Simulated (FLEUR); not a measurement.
Pd: equation of state with SCAN

Crystal: Pd.

```
Pd
1.0
     2.78367    0.00000    0.00000
    -1.39183    2.41072    0.00000
     0.00000    0.00000    4.62889
Pd
2
Cartesian
  0.0000 1.6071 1.1572
  1.3918 0.8036 3.4717
```

This isn't the form of Pd at room conditions, which is fcc.

```
Program                  : FLEUR MaX-R8.1 (later development tree)
Task                     : equation of state
Functional               : SCAN
Potentials or basis      : all-electron
Basis                    : FLAPW
Kmax                     : 4.15 1/bohr
k mesh                   : 11 × 11 × 6
Occupations              : fermi-dirac, width 0.05 eV
Spin                     : no spin polarisation
Gmax                     : 12.9 1/bohr
Muffin-tin radii         : Pd 2.36 bohr
lmax                     : Pd 10
lnonsphr                 : Pd 10
Local orbitals a species : Pd 5
```

```yaml
Equilibrium_volume: 14.81 Å³/atom
Bulk_modulus_at_fixed_shape_and_positions: 190 GPa
```

Energy against volume, from the lowest point:
| volume (Å³/atom) | energy (meV/atom) |
| --- | --- |
| 14.600 | 1.44 |
| 14.910 | 0.00 |
| 15.531 | 18.28 |
| 16.153 | 59.24 |
| 16.463 | 86.37 |

Caveat: the meta-GGA is that of a development version, with a GGA for the radial functions and cores and without core tails; the cell was scaled at fixed shape and fractional positions, which overstates the stiffness of a crystal with free parameters, most of all of layers and chains.
